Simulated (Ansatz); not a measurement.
**BN: band structure with PBE0**

Crystal: BN.

```
N B
1.0
     2.50804    0.00000    0.00000
    -1.24671    2.17623    0.00000
    -0.63067   -1.08812    3.02254
N B
1 1
Direct
  0.66851 0.33238 0.98500
  0.97964 0.98350 0.00181
```

The cell comes from a database or a generator and needn't be the stable form of this composition.

```json
{
 "Program": "Ansatz 0.2.0",
 "Task": "band structure",
 "Functional": "PBE0",
 "Potentials or basis": "Ansatz PAW",
 "Cutoff": "420 eV (not typed: the program's choice for these potentials)",
 "k mesh": "8 × 8 × 6",
 "Occupations": "fermi-dirac, width 0.05 eV",
 "Spin": "no spin polarisation",
 "Path": "[[\"G\", \"Y\", \"T\", \"Z\", \"G\", \"X\", \"A1\", \"Y\"], [\"T\", \"X1\"], [\"X\", \"A\", \"Z\"], [\"L\", \"G\"]]",
 "Points for each segment of the path": "4"
}
```

| Quantity | Value |
| --- | --- |
| Pressure | -0.6 GPa |
| Largest force | 2.812 eV/Å |
| Band gap on the k mesh | 4.70 eV, indirect (least direct gap 6.64 eV) |
| Band gap along the path | 4.66 eV, indirect (least direct gap 6.72 eV) |

Forces in eV/Å, atoms in the order of the input:
```
N   -1.712 -2.136  0.643
B    1.712  2.136 -0.643
```

Stress tensor (GPa, compression positive):
```
-10.39  -4.71   0.58
 -4.71   1.01   1.20
  0.58   1.20   7.46
```

Levels at the corners of the path, in eV from the valence-band top:
```csv
point,band 2,band 3,band 4,band 5,band 6,band 7
Γ,-4.27,-2.92,-1.14,7.32,12.59,14.73
Y,-10.61,-4.86,-0.25,8.45,11.22,14.61
T,-10.04,-5.02,-2.50,4.66,11.33,17.94
Z,-7.82,-2.95,-1.19,12.28,13.31,14.71
Γ,-4.27,-2.92,-1.14,7.32,12.59,14.73
X,-9.36,-7.65,-1.52,5.30,14.93,15.25
A1,-9.22,-8.06,-1.42,7.50,14.92,17.02
Y,-10.61,-4.86,-0.25,8.45,11.22,14.61
T,-10.04,-5.02,-2.50,4.66,11.33,17.94
X1,-9.36,-7.65,-1.52,5.30,14.93,15.25
X,-9.36,-7.65,-1.52,5.30,14.93,15.25
A,-9.22,-8.06,-1.42,7.50,14.92,17.02
Z,-7.82,-2.95,-1.19,12.28,13.31,14.71
L,-10.14,-5.52,-1.73,6.55,11.74,16.24
Γ,-4.27,-2.92,-1.14,7.32,12.59,14.73
```

Run time: 3 min on 1 × NVIDIA H100 80GB HBM3 with 2 threads of AMD EPYC 7R13 Processor (Zen 3), with other jobs on the host, peak memory 2 GiB.

Caveat: the pressure holds a Pulay correction of +0.5 GPa for the finite cutoff; the PAW data sets come from PBE, with cores solved anew for the run's functional, which leaves a small shift of forces and pressure; forces of over 1 eV/Å show positions far from the minimum, so gaps and moduli don't describe the material at rest; the thresholds are loose for stress.
